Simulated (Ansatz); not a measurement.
# Te$_{2}$Mo: frozen normal mode

Theory: DFT PBE+D3(BJ), scalar-relativistic, plane waves, PAW (Ansatz). Settings: plane waves to 420 eV, k-mesh 12×12×2 (Γ-centred), Gaussian smearing 0.05 eV. No spin polarisation. Energies are free energies at this smearing, counted from the undisturbed cell; pressure is positive in compression.

Zero of the scan (relaxed at this level):

```
Te Mo
1.0
     3.49640    0.00000    0.00000
    -1.74820    3.02797    0.00000
     0.00000    0.00000   13.70084
Te Mo
4 2
Direct
  0.33333 0.66667 0.61734
  0.66667 0.33333 0.11734
  0.33333 0.66667 0.88266
  0.66667 0.33333 0.38266
  0.33333 0.66667 0.25000
  0.66667 0.33333 0.75000
```

A zone-centre mode of this cell is frozen in: each atom moves by x times its row below, so x is the largest displacement.
```
atom ux uy uz
 Te1  -0.001  -0.001  0.000
 Te2  -0.264  -0.264  0.000
 Te3  -0.001  -0.001  0.000
 Te4  -0.264  -0.264  0.000
 Mo5   0.707   0.707  0.000
 Mo6  -0.002  -0.002  0.000
```

| x (Å) | ΔE (meV/cell) | force along the mode (eV/Å) | pressure (GPa) |
| --- | --- | --- | --- |
| -0.1200 | 195.3 | 3.28 | 0.5 |
| -0.0600 | 48.3 | 1.62 | 0.1 |
| 0.0000 | 0.0 | 0.00 | 0.0 |
| 0.0900 | 104.4 | -2.28 | 0.2 |